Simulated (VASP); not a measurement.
# As2Pt (Sperrylite) (Pa-3) in VASP: a series of runs, part 2 of 3

VASP 6.6.1.

## Step 3: Relaxation of cell and atoms, PBE+D3(BJ)

This run uses another cell than the first one, of 17.92 Å³/atom, 1.013 times its volume.

File INCAR:

```
SYSTEM = As2Pt
PREC = Accurate
ENCUT = 600
EDIFF = 1E-7
ISMEAR = 0
SIGMA = 0.03
LREAL = .FALSE.
LASPH = .TRUE.
NELM = 80
ALGO = Normal
ISIF = 3
LWAVE = .FALSE.
LCHARG = .FALSE.
GGA = PE
IVDW = 12
IBRION = 2
NSW = 90
EDIFFG = -0.005
KPAR = 4
```

File KPOINTS:

```
Automatic mesh
0
G
  6 6 6
  0 0 0
```

File POSCAR:

```
As2Pt                                   
1.0
    5.9915287629      0.0000000000     -0.0000000000
   -0.0000000000      5.9915287629      0.0000000000
   -0.0000000000      0.0000000000      5.9915287629
  As              Pt            
     8     4
Direct
     0.3830643087032677    0.3830643087032677    0.3830643087032677
     0.1169356912967322    0.6169356912967322    0.8830643087032678
     0.8830643087032678    0.1169356912967322    0.6169356912967322
     0.6169356912967322    0.8830643087032678    0.1169356912967322
     0.6169356912967322    0.6169356912967322    0.6169356912967322
     0.8830643087032678    0.3830643087032677    0.1169356912967322
     0.1169356912967322    0.8830643087032678    0.3830643087032677
     0.3830643087032677    0.1169356912967322    0.8830643087032678
     1.0000000000000000    0.0000000000000000    0.0000000000000000
     0.5000000000000000    0.0000000000000000    0.5000000000000000
     0.5000000000000000    0.5000000000000000    0.0000000000000000
     1.0000000000000000    0.5000000000000000    0.5000000000000000
```

Potentials or basis: VASP PAW PBE potentials, release 64 (As, Pt).

On the command line:

```sh
$ cat potpaw_PBE.64/As/POTCAR potpaw_PBE.64/Pt/POTCAR > POTCAR
$ mpirun -np 4 vasp_std > vasp.out
```

OUTCAR:

```text
SYSTEM = As2Pt
   PREC = Accurate
   ENCUT = 600
   EDIFF = 1E-7
   ISMEAR = 0
   LREAL = .FALSE.
   LASPH = .TRUE.
   NELM = 80
   ISIF = 3
   GGA = PE
   IVDW = 12
   IBRION = 2
   NSW = 90
   EDIFFG = -0.005
 IVDW          = 12

 ion  position               nearest neighbor table
   1  0.383  0.383  0.383-   5 2.43  10 2.50  11 2.50  12 2.50
   2  0.117  0.617  0.883-   6 2.43   9 2.50  11 2.50  12 2.50
   3  0.883  0.117  0.617-   7 2.43   9 2.50  10 2.50  12 2.50
   4  0.617  0.883  0.117-   8 2.43   9 2.50  10 2.50  11 2.50
   5  0.617  0.617  0.617-   1 2.43  10 2.50  11 2.50  12 2.50
   6  0.883  0.383  0.117-   2 2.43   9 2.50  11 2.50  12 2.50
   7  0.117  0.883  0.383-   3 2.43   9 2.50  10 2.50  12 2.50
   8  0.383  0.117  0.883-   4 2.43   9 2.50  10 2.50  11 2.50
   9  0.000  0.000  0.000-   2 2.50   3 2.50   4 2.50   6 2.50   7 2.50   8 2.50
  10  0.500  0.000  0.500-   1 2.50   3 2.50   4 2.50   5 2.50   7 2.50   8 2.50
[... 207 lines left out ...]
  free energy    TOTEN  =       -67.88560747 eV

  energy without entropy =      -67.88560747  energy(sigma->0) =      -67.88560747

------------------------ aborting loop because EDIFF is reached ----------------------------------------

 Edisp (eV)   -6.65633

 E8    (eV) :    -2.9093
[... 91 lines left out ...]
--------------------------------------- Ionic step        3  -------------------------------------------

 number of electron      80.0000012 magnetization

 Free energy of the ion-electron system (eV)
  ---------------------------------------------------
  ext. energy  EPLUGINS =         0.00000000
  ---------------------------------------------------
  free energy    TOTEN  =       -67.88736743 eV

  energy without entropy =      -67.88736743  energy(sigma->0) =      -67.88736743

 E-fermi :   7.5636     XC(G=0): -11.2923

 val. band max:        7.4379323234   @ k =   0.3333   0.3333   0.0000
 cond. band min:       7.6876751537   @ k =   0.5000   0.5000   0.5000
 fundamental gap:      0.2497428303
 Fermi energy:         7.5636199839

 k-point     1 :       0.0000    0.0000    0.0000
  band No.  band energies     occupation
      1      -6.7903      2.00000
      2      -4.7796      2.00000
      3      -4.7796      2.00000
      4      -4.7796      2.00000
      5      -2.5894      2.00000
      6      -2.5894      2.00000
[... 1256 lines left out ...]
  FREE ENERGIE OF THE ION-ELECTRON SYSTEM (eV)
  ---------------------------------------------------
  free  energy   TOTEN  =       -74.5419509182 eV

  energy  without entropy=      -74.5419509182  energy(sigma->0) =      -74.54195092

 reached required accuracy - stopping structural energy minimisation
```

OSZICAR:

```text
N       E                     dE             d eps       ncg     rms          rms(c)
DAV:   1     0.473896770386E+03    0.47390E+03   -0.39459E+04  2304   0.168E+03
[... 26 lines left out ...]
DAV:   2    -0.678873871331E+02    0.19830E-03   -0.10077E-03  2384   0.200E-01    0.354E-02
DAV:   3    -0.678873691654E+02    0.17968E-04   -0.65837E-05  2552   0.477E-02    0.171E-02
DAV:   4    -0.678873684167E+02    0.74873E-06   -0.40386E-05  2424   0.197E-02    0.608E-03
DAV:   5    -0.678873670743E+02    0.13424E-05   -0.67771E-06  2472   0.143E-02    0.391E-03
DAV:   6    -0.678873672682E+02   -0.19386E-06   -0.54856E-07  2360   0.336E-03    0.104E-03
DAV:   7    -0.678873674159E+02   -0.14772E-06   -0.31034E-08  1312   0.652E-04    0.354E-04
DAV:   8    -0.678873674298E+02   -0.13924E-07   -0.24431E-08  1296   0.885E-04
   3 F= -.74541951E+02 E0= -.74541951E+02  d E =-.866104E-05
```

CONTCAR:

```text
As2Pt
   1.00000000000000
     5.9920561891452744    0.0000000000000000   -0.0000000000000000
     0.0000000000000000    5.9920561891452744    0.0000000000000000
     0.0000000000000000   -0.0000000000000000    5.9920561891452744
  As              Pt
     8     4
Direct
     0.3830668803572136    0.3830668803572136    0.3830668803572136
     0.1169331196427864    0.6169331196427864    0.8830668803572136
     0.8830668803572136    0.1169331196427864    0.6169331196427864
     0.6169331196427864    0.8830668803572136    0.1169331196427864
     0.6169331196427864    0.6169331196427864    0.6169331196427864
     0.8830668803572136    0.3830668803572136    0.1169331196427864
     0.1169331196427864    0.8830668803572136    0.3830668803572136
     0.3830668803572136    0.1169331196427864    0.8830668803572136
     0.0000000000000000    0.0000000000000000    0.0000000000000000
     0.5000000000000000    0.0000000000000000    0.5000000000000000
     0.5000000000000000    0.5000000000000000    0.0000000000000000
     0.0000000000000000    0.5000000000000000    0.5000000000000000

  0.00000000E+00  0.00000000E+00  0.00000000E+00
  0.00000000E+00  0.00000000E+00  0.00000000E+00
  0.00000000E+00  0.00000000E+00  0.00000000E+00
  0.00000000E+00  0.00000000E+00  0.00000000E+00
  0.00000000E+00  0.00000000E+00  0.00000000E+00
  0.00000000E+00  0.00000000E+00  0.00000000E+00
  0.00000000E+00  0.00000000E+00  0.00000000E+00
  0.00000000E+00  0.00000000E+00  0.00000000E+00
  0.00000000E+00  0.00000000E+00  0.00000000E+00
  0.00000000E+00  0.00000000E+00  0.00000000E+00
  0.00000000E+00  0.00000000E+00  0.00000000E+00
  0.00000000E+00  0.00000000E+00  0.00000000E+00
```

It took 90 s on 4 MPI ranks of Intel Xeon 6975P-C (Granite Rapids), shared host; peak memory 0.5 GiB.

What came out:

| Item | Value |
| --- | --- |
| Free energy | -74.5420 eV |
| Relaxed volume | 17.93 Å³/atom |
| Relaxed cell | a = 5.992 Å, b = 5.992 Å, c = 5.992 Å, α = 90.00°, β = 90.00°, γ = 90.00° |
| Space group after relaxing (to 0.05 Å) | Pa-3 (No. 205) |
| Energy gained by relaxing | 0.0 meV/atom |
| Ionic steps | 3 |
| Pressure after relaxing | 0.0 GPa |
| Band gap on the k mesh | 0.25 eV, indirect (least direct gap 0.97 eV) |
| Dispersion energy per atom | -0.555 eV |

Final structure:
```
As Pt
1.0
     5.99206    0.00000    0.00000
     0.00000    5.99206    0.00000
     0.00000    0.00000    5.99206
As Pt
8 4
Direct
  0.38307 0.38307 0.38307
  0.11693 0.61693 0.88307
  0.88307 0.11693 0.61693
  0.61693 0.88307 0.11693
  0.61693 0.61693 0.61693
  0.88307 0.38307 0.11693
  0.11693 0.88307 0.38307
  0.38307 0.11693 0.88307
  0.00000 0.00000 0.00000
  0.50000 0.00000 0.50000
  0.50000 0.50000 0.00000
  0.00000 0.50000 0.50000
```

Caveat: spin-orbit coupling is left out, which moves the levels of the heavy elements.

## Step 4: Relaxation of the atoms, PBE+D3(BJ) (a relaxed cell with its volume scaled by 0.94)

INCAR: that of step 3 with these lines changed.

```diff
@@ -10,3 +10,3 @@
 ALGO = Normal
-ISIF = 3
+ISIF = 2
 LWAVE = .FALSE.
@@ -16,4 +16,4 @@
 IBRION = 2
-NSW = 90
-EDIFFG = -0.005
+NSW = 40
+EDIFFG = -0.01
 KPAR = 4
```

KPOINTS is that of step 3.

File POSCAR:

```
As2Pt                                   
1.0
    5.8697350055      0.0000000000     -0.0000000000
    0.0000000000      5.8697350055      0.0000000000
    0.0000000000     -0.0000000000      5.8697350055
  As              Pt            
     8     4
Direct
     0.3830668803572136    0.3830668803572136    0.3830668803572136
     0.1169331196427864    0.6169331196427864    0.8830668803572136
     0.8830668803572136    0.1169331196427864    0.6169331196427864
     0.6169331196427864    0.8830668803572136    0.1169331196427864
     0.6169331196427864    0.6169331196427864    0.6169331196427864
     0.8830668803572136    0.3830668803572136    0.1169331196427864
     0.1169331196427864    0.8830668803572136    0.3830668803572136
     0.3830668803572136    0.1169331196427864    0.8830668803572136
     0.0000000000000000    0.0000000000000000    0.0000000000000000
     0.5000000000000000    0.0000000000000000    0.5000000000000000
     0.5000000000000000    0.5000000000000000    0.0000000000000000
     0.0000000000000000    0.5000000000000000    0.5000000000000000
```

On the command line:

```sh
$ cat potpaw_PBE.64/As/POTCAR potpaw_PBE.64/Pt/POTCAR > POTCAR
$ mpirun -np 4 vasp_std > vasp.out
```

Run time: 82 s. Hardware: 4 MPI ranks of Intel Xeon 6975P-C (Granite Rapids), shared host; peak memory 0.49 GiB.

The run converged. Its results:

```yaml
Free_energy: -74.1240 eV
Energy_gained_by_relaxing: 0.1 meV/atom
Ionic_steps: 3
Pressure_after_relaxing: 11.0 GPa
Band_gap_on_the_k_mesh: 0.53 eV, indirect (least direct gap 1.28 eV)
Dispersion_energy_per_atom: -0.590 eV
```

The path:
```
step  energy change (eV)  largest force (eV/Å)  pressure (GPa)
   1              0.0000                0.0871           11.05
   2             -0.0012                0.0114           11.01
   3             -0.0013                0.0006           11.02
```

Final structure:
```
As Pt
1.0
     5.86974    0.00000    0.00000
     0.00000    5.86974    0.00000
     0.00000    0.00000    5.86974
As Pt
8 4
Direct
  0.38270 0.38270 0.38270
  0.11730 0.61730 0.88270
  0.88270 0.11730 0.61730
  0.61730 0.88270 0.11730
  0.61730 0.61730 0.61730
  0.88270 0.38270 0.11730
  0.11730 0.88270 0.38270
  0.38270 0.11730 0.88270
  0.00000 0.00000 0.00000
  0.50000 0.00000 0.50000
  0.50000 0.50000 0.00000
  0.00000 0.50000 0.50000
```

Levels at points of the mesh, in eV from the valence-band top:
```csv
k point,band 37,band 38,band 39,band 40,band 41,band 42,band 43,band 44
"(0.00, 0.00, 0.00)",-2.57,-1.05,-1.05,-1.05,0.81,0.81,0.81,1.46
"(0.50, 0.00, 0.00)",-1.32,-1.32,-0.88,-0.88,1.56,1.56,1.79,1.79
"(0.50, 0.50, 0.00)",-0.64,-0.64,-0.64,-0.64,2.18,2.18,2.18,2.18
"(0.50, 0.50, 0.50)",-0.82,-0.82,-0.82,-0.82,0.53,0.53,0.53,0.53
```

Caveat: spin-orbit coupling is left out, which moves the levels of the heavy elements. A k mesh can miss the band edges.

## Step 5: Relaxation of the atoms, PBE+D3(BJ) (a relaxed cell with its volume scaled by 0.96)

INCAR is that of step 4.

KPOINTS is that of step 4.

POSCAR: that of step 4 with these lines changed.

```diff
@@ -2,5 +2,5 @@
 1.0
-    5.8697350055      0.0000000000     -0.0000000000
-    0.0000000000      5.8697350055      0.0000000000
-    0.0000000000     -0.0000000000      5.8697350055
+    5.9110725295      0.0000000000     -0.0000000000
+    0.0000000000      5.9110725295      0.0000000000
+    0.0000000000     -0.0000000000      5.9110725295
   As              Pt
```

Potentials or basis: VASP PAW PBE potentials, release 64 (As, Pt).

On the command line:

```sh
$ cat potpaw_PBE.64/As/POTCAR potpaw_PBE.64/Pt/POTCAR > POTCAR
$ mpirun -np 4 vasp_std > vasp.out
```

OUTCAR:

```text
SYSTEM = As2Pt
   PREC = Accurate
   ENCUT = 600
   EDIFF = 1E-7
   ISMEAR = 0
   LREAL = .FALSE.
   LASPH = .TRUE.
   NELM = 80
   ISIF = 2
   GGA = PE
   IVDW = 12
   IBRION = 2
   NSW = 40
   EDIFFG = -0.01
 IVDW          = 12

 ion  position               nearest neighbor table
   1  0.383  0.383  0.383-   5 2.39  10 2.47  11 2.47  12 2.47
[... 1522 lines left out ...]
  external pressure =       68.95 kB  Pullay stress =        0.00 kB

 VOLUME and BASIS-vectors are now :
 -----------------------------------------------------------------------------
  energy-cutoff  :      600.00
  volume of cell :      206.54
      direct lattice vectors                 reciprocal lattice vectors
     5.911072530  0.000000000  0.000000000     0.169174037  0.000000000  0.000000000
     0.000000000  5.911072530  0.000000000     0.000000000  0.169174037  0.000000000
     0.000000000  0.000000000  5.911072530     0.000000000  0.000000000  0.169174037

 POSITION                                       TOTAL-FORCE (eV/Angst)
 -----------------------------------------------------------------------------------
      2.26280      2.26280      2.26280         0.002255      0.002255      0.002255
      0.69274      3.64827      5.21834        -0.002255     -0.002255      0.002255
      5.21834      0.69274      3.64827         0.002255     -0.002255     -0.002255
      3.64827      5.21834      0.69274        -0.002255      0.002255     -0.002255
      3.64827      3.64827      3.64827        -0.002255     -0.002255     -0.002255
      5.21834      2.26280      0.69274         0.002255      0.002255     -0.002255
      0.69274      5.21834      2.26280        -0.002255      0.002255      0.002255
      2.26280      0.69274      5.21834         0.002255     -0.002255      0.002255
      5.91107      5.91107      0.00000         0.000000     -0.000000     -0.000000
      2.95554      5.91107      2.95554         0.000000     -0.000000     -0.000000
      2.95554      2.95554      0.00000         0.000000     -0.000000     -0.000000
      5.91107      2.95554      2.95554         0.000000     -0.000000     -0.000000
 -----------------------------------------------------------------------------------
    total drift:                               -0.000000     -0.000000      0.000000

  FREE ENERGIE OF THE ION-ELECTRON SYSTEM (eV)
  ---------------------------------------------------
  free  energy   TOTEN  =       -74.3635250185 eV

  energy  without entropy=      -74.3635250185  energy(sigma->0) =      -74.36352502

 reached required accuracy - stopping structural energy minimisation
```

OSZICAR:

```text
N       E                     dE             d eps       ncg     rms          rms(c)
DAV:   1     0.480109294474E+03    0.48011E+03   -0.39648E+04  2304   0.169E+03
DAV:   2    -0.382708737282E+02   -0.51838E+03   -0.49803E+03  2688   0.294E+02
[... 15 lines left out ...]
       N       E                     dE             d eps       ncg     rms          rms(c)
DAV:   1    -0.674326674370E+02   -0.44850E-03   -0.29000E-02  2472   0.603E-01    0.593E-02
DAV:   2    -0.674328129573E+02   -0.14552E-03   -0.15755E-03  2680   0.124E-01    0.322E-02
DAV:   3    -0.674328126714E+02    0.28587E-06   -0.19186E-05  2608   0.155E-02    0.213E-02
DAV:   4    -0.674328099567E+02    0.27147E-05   -0.41907E-06  2624   0.867E-03    0.147E-03
DAV:   5    -0.674328099643E+02   -0.75743E-08   -0.62009E-07  2296   0.292E-03
   2 F= -.74363525E+02 E0= -.74363525E+02  d E =-.545420E-03
```

CONTCAR:

```text
As2Pt
   1.00000000000000
     5.9110725295000002    0.0000000000000000    0.0000000000000000
     0.0000000000000000    5.9110725295000002    0.0000000000000000
     0.0000000000000000    0.0000000000000000    5.9110725295000002
  As              Pt
     8     4
Direct
     0.3828069900774739    0.3828069900774739    0.3828069900774739
     0.1171930099225261    0.6171930099225261    0.8828069900774739
     0.8828069900774739    0.1171930099225261    0.6171930099225261
     0.6171930099225261    0.8828069900774739    0.1171930099225261
     0.6171930099225261    0.6171930099225261    0.6171930099225261
     0.8828069900774739    0.3828069900774739    0.1171930099225261
     0.1171930099225261    0.8828069900774739    0.3828069900774739
     0.3828069900774739    0.1171930099225261    0.8828069900774739
     1.0000000000000000    1.0000000000000000    0.0000000000000000
     0.5000000000000000    1.0000000000000000    0.5000000000000000
     0.5000000000000000    0.5000000000000000    0.0000000000000000
     1.0000000000000000    0.5000000000000000    0.5000000000000000

  0.00000000E+00  0.00000000E+00  0.00000000E+00
  0.00000000E+00  0.00000000E+00  0.00000000E+00
  0.00000000E+00  0.00000000E+00  0.00000000E+00
  0.00000000E+00  0.00000000E+00  0.00000000E+00
  0.00000000E+00  0.00000000E+00  0.00000000E+00
  0.00000000E+00  0.00000000E+00  0.00000000E+00
  0.00000000E+00  0.00000000E+00  0.00000000E+00
  0.00000000E+00  0.00000000E+00  0.00000000E+00
  0.00000000E+00  0.00000000E+00  0.00000000E+00
  0.00000000E+00  0.00000000E+00  0.00000000E+00
  0.00000000E+00  0.00000000E+00  0.00000000E+00
  0.00000000E+00  0.00000000E+00  0.00000000E+00
```

It took 64 s on 4 MPI ranks of Intel Xeon 6975P-C (Granite Rapids), shared host; peak memory 0.5 GiB.

Results:

```yaml
Free_energy: -74.3635 eV
Energy_gained_by_relaxing: 0.0 meV/atom
Ionic_steps: 2
Pressure_after_relaxing: 6.9 GPa
Largest_force_after_relaxing: 0.004 eV/Å
Band_gap_on_the_k_mesh: 0.43 eV, indirect (least direct gap 1.22 eV)
Dispersion_energy_per_atom: -0.578 eV
```

Forces in eV/Å, atoms in the order of the input:
```
As   0.002  0.002  0.002
As  -0.002 -0.002  0.002
As   0.002 -0.002 -0.002
As  -0.002  0.002 -0.002
As  -0.002 -0.002 -0.002
As   0.002  0.002 -0.002
As  -0.002  0.002  0.002
As   0.002 -0.002  0.002
Pt   0.000  0.000  0.000
Pt   0.000  0.000  0.000
Pt   0.000  0.000  0.000
Pt   0.000  0.000  0.000
```

The path:
```tsv
step	energy change (eV)	largest force (eV/Å)	pressure (GPa)
1	0.0000	0.0552	6.92
2	-0.0005	0.0039	6.90
```

Final structure:
```cif
data_structure
_symmetry_space_group_name_H-M 'P 1'
_symmetry_Int_Tables_number 1
_cell_length_a 5.9111
_cell_length_b 5.9111
_cell_length_c 5.9111
_cell_angle_alpha 90.000
_cell_angle_beta 90.000
_cell_angle_gamma 90.000
_cell_volume 206.54
loop_
_atom_site_label
_atom_site_type_symbol
_atom_site_fract_x
_atom_site_fract_y
_atom_site_fract_z
_atom_site_occupancy
As1 As 0.38281 0.38281 0.38281 1
As2 As 0.11719 0.61719 0.88281 1
As3 As 0.88281 0.11719 0.61719 1
As4 As 0.61719 0.88281 0.11719 1
As5 As 0.61719 0.61719 0.61719 1
As6 As 0.88281 0.38281 0.11719 1
As7 As 0.11719 0.88281 0.38281 1
As8 As 0.38281 0.11719 0.88281 1
Pt1 Pt 0.00000 0.00000 0.00000 1
Pt2 Pt 0.50000 0.00000 0.50000 1
Pt3 Pt 0.50000 0.50000 0.00000 1
Pt4 Pt 0.00000 0.50000 0.50000 1
```

Levels at points of the mesh, in eV from the valence-band top:
```
           k point  band 37  band 38  band 39  band 40  band 41  band 42  band 43  band 44
(0.00, 0.00, 0.00)    -2.53    -1.02    -1.02    -1.02     0.75     0.75     0.75     1.52
(0.50, 0.00, 0.00)    -1.29    -1.29    -0.86    -0.86     1.54     1.54     1.74     1.74
(0.50, 0.50, 0.00)    -0.62    -0.62    -0.62    -0.62     2.10     2.10     2.10     2.10
(0.50, 0.50, 0.50)    -0.78    -0.78    -0.78    -0.78     0.43     0.43     0.43     0.43
```

Caveat: spin-orbit coupling is left out, which moves the levels of the heavy elements. A k mesh can miss the band edges.

[end of part 2 of 3]
